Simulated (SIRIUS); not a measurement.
# Bi in SIRIUS: convergence with core states

Crystal: Bi.

```xyz
2
Lattice="2.2675 1.3091 3.9380 -2.2675 1.3091 3.9380 0.0000 -2.6183 3.9380" Properties=species:S:1:pos:R:3 pbc="T T T"
Bi   -0.0313    0.0662    9.1076
Bi   -0.0144    0.0082    2.7686
```

The cell isn't the ideal one: atoms moved at random.

* Program: SIRIUS 7.12.0
* Task: convergence study
* Functional: PBE
* Potentials or basis: all-electron FP-LAPW
* Cutoff: 157 eV
* Basis: apw+lo standard
* k mesh: 7 × 7 × 7
* Occupations: fermi-dirac, width 0.05 eV
* Spin: no spin polarisation

These are the settings of the first run; the series varies core states, with any setting tied to it.

Hardware: 1 thread of Arm Neoverse V2 (shared host).

```csv
core states,"energy less the tightest run, at zero smearing (meV/atom)",largest force (eV/Å),SCF cycles,CPU time (s),peak memory (GiB)
Bi 1s2s2p3s3p3d4s4p4d4f5s5p,-12338.83,0.527,8,260,1.1
Bi 1s2s2p3s3p3d4s4p4d4f5s,-467.07,0.530,8,270,1.1
Bi 1s2s2p3s3p3d4s4p4d5s,1.12,0.529,8,350,1.2
Bi 1s2s2p3s3p3d4s4p4d,0.00,0.528,8,340,1.3
```

Against the tightest run, the largest force stays within 0.005 eV/Å from Bi 1s2s2p3s3p3d4s4p4d4f5s5p on. Not settled before the last step: the energy (to 1 meV/atom). The tightest run that finished is the yardstick and may itself not be fully converged.

Caveat, for the tightest run too: total energies shift when a shell moves between core and valence, since the two are treated with different relativity.

The runs don't all hold the same shells in valence.
